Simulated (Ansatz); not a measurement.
BaS built on the zincblende prototype, relaxed with r2SCAN in the PAW code Ansatz. Space group F-43m (No. 216), cubic; a = 7.039 Å in the conventional setting, 43.59 Å³ an atom. Around Ba lie 4 S at 3.05 Å; around S lie 4 Ba at 3.05 Å.

The axes x, y and z are those of this cell:
```
Ba S
1.0
     0.00000    3.51941    3.51941
     3.51941    0.00000    3.51941
     3.51941    3.51941    0.00000
Ba S
1 1
Direct
  0.00000 0.00000 0.00000
  0.25000 0.25000 0.25000
```

Unstrained: PBE gives an indirect gap of 2.747 eV, from W to Γ; the least direct gap is 3.419 eV at Γ. r2SCAN gives an indirect gap of 3.068 eV, from W to Γ; the least direct gap is 3.698 eV at W. HSE06 gives an indirect gap of 3.641 eV, from W to Γ; the least direct gap is 4.350 eV at Γ. Meshes: PBE 6×6×6, r2SCAN 6×6×6, HSE06 4×4×4. Strains are changes of length per length, and xy shears are angles. After each strain the atoms were relaxed again with r2SCAN within the symmetry that the strain leaves, so tilts or polar shifts that break it weren't tested; points keep the names that they have in the unstrained zone. Under uniaxial strain the other axes carry as much stress as the strained one: the cell is very soft in shear and may be mechanically unstable. All values are calculated for a non-magnetic cell, which may be hypothetical.

(1) Estimate what uniaxial -1.64 % along z, other directions held does to the gap.

(2) Estimate what xy shear, engineering strain (angle) -0.54 % does to the gap.

(3) Estimate what uniaxial +1.5 % along x, other directions held does to the gap.

(4) Order the strained cells by their HSE06 gap, smallest first.
A. xy shear, engineering strain (angle) -0.54 %
B. uniaxial -1.64 % along z, other directions held
C. uniaxial +1.5 % along x, other directions held

## Answers

(1) PBE: the gap goes from 2.747 to 2.756 eV (+0.009 eV). r2SCAN: the gap goes from 3.068 to 3.078 eV (+0.010 eV). HSE06: the gap goes from 3.641 to 3.654 eV (+0.013 eV). The r2SCAN energy rises by 1.1 meV an atom.

(2) PBE: the gap goes from 2.747 to 2.747 eV (0.000 eV). r2SCAN: the gap goes from 3.068 to 3.068 eV (0.000 eV). HSE06: the gap goes from 3.641 to 3.641 eV (0.000 eV). The r2SCAN energy rises by 0.0 meV an atom.

(3) PBE: the gap goes from 2.747 to 2.718 eV (-0.029 eV); the edges go from W → Γ to (0.240, -1/2, -0.260) → Γ. r2SCAN: the gap goes from 3.068 to 3.041 eV (-0.027 eV); the edges go from W → Γ to (0.240, -1/2, -0.260) → Γ. HSE06: the gap goes from 3.641 to 3.610 eV (-0.031 eV); the edges go from W → Γ to (0.240, -1/2, -0.260) → Γ. The r2SCAN energy rises by 1.0 meV an atom.

(4) C (3.61 eV), A (3.64 eV), B (3.65 eV).

The runs are scalar-relativistic, without spin-orbit coupling.

Where an edge lies off the special points, it is a point of the mesh or the k point where a search put PBE's edge or least direct gap, reused for the other functionals, whose own edges may lie a little apart.

Coordinates of k points refer to the reciprocal vectors of the primitive cell of the runs.

The meshes of the hybrids are coarse, so their gaps aren't converged to the digits shown.
